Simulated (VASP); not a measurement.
Here is a VASP 6.6.1 calculation.

INCAR

```
PREC     = Accurate       # precision mode
ENCUT    = 600            # plane-wave cutoff, eV
EDIFF    = 1E-7           # SCF threshold, eV
ISMEAR   = -1             # smearing method
SIGMA    = 0.05           # smearing width, eV
LREAL    = F              # projectors in reciprocal space
LASPH    = T              # aspherical terms in the spheres
NELM     = 60             # most SCF steps
ALGO     = Normal         # electronic algorithm
ISIF     = 3              # what is computed and relaxed
LWAVE    = F              # write WAVECAR
LCHARG   = F              # write CHGCAR
GGA      = PE             # functional
IBRION   = 2              # ionic algorithm
NSW      = 40             # ionic steps
EDIFFG   = -0.02          # ionic threshold
```

The input KPOINTS:

```
Automatic mesh
0
Gamma
  8 8 5
```

POSCAR

```
ZnS
1.0
    3.8110000000      0.0000000000      0.0000000000
   -1.9055000000      3.3004228138      0.0000000000
    0.0000000000      0.0000000000      6.2340000000
Zn S
2 2
Direct
    0.6666666667      0.3333333333      0.5000000000
    0.3333333333      0.6666666667      0.0000000000
    0.6666666667      0.3333333333      0.8850000000
    0.3333333333      0.6666666667      0.3850000000
```

Potentials or basis: VASP PAW PBE potentials, release 64 (Zn, S).

The run is started by

```sh
$ cat potpaw_PBE.64/Zn/POTCAR potpaw_PBE.64/S/POTCAR > POTCAR
$ mpirun -np 1 vasp_std > vasp.out
```

(1) What does it give for the relaxed volume?

(2) What does it give for the relaxed cell?

## Answers

(1) 20.22 Å³/atom.

(2) a = 3.851 Å, b = 3.851 Å, c = 6.297 Å, α = 90.00°, β = 90.00°, γ = 120.00°.
